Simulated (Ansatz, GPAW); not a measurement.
## Pd: programs and potentials compared

```
Pd
1.0
     0.00000    1.94650    1.94650
     1.94650    0.00000    1.94650
     1.94650    1.94650    0.00000
Pd
1
Cartesian
  0.0000 0.0000 0.0000
```

Alike in all runs: task single point; functional LDA; k mesh 12 × 12 × 12; occupations gaussian, width 0.1 eV; no spin polarisation; no spin-orbit coupling. LDA stands for any of its common fits. Pressure is positive in compression and, in plane waves, holds the error of the finite cutoff, which Ansatz's Pulay term estimates and takes out.

| program and potentials | plane-wave cutoff (eV) | notes | band gap (eV) | pressure (GPa) |
| --- | --- | --- | --- | --- |
| Ansatz, Ansatz PAW | 420 | potentials made for PBE, which Ansatz adapts in part; 18 valence electrons an atom on average; Pulay term of +0.03 GPa included | no gap | -8.75 |
| Ansatz, all-electron LAPW, scalar-relativistic | - | - | no gap | -8.78 |
| GPAW, the program's PAW data sets (release 1.2.1) made for this functional | 600 | 16 valence electrons an atom on average | no gap | -8.62 |

None finds a gap. The pressure spans -8.78 (Ansatz, all-electron LAPW, scalar-relativistic) to -8.62 GPa (GPAW, the program's PAW data sets (release 1.2.1) made for this functional), with all-electron results at -8.78.

Differences between rows come from potentials, basis sets and numerical settings, since the functional is the same but for its coding. Runs on potential files found faulty are left out.
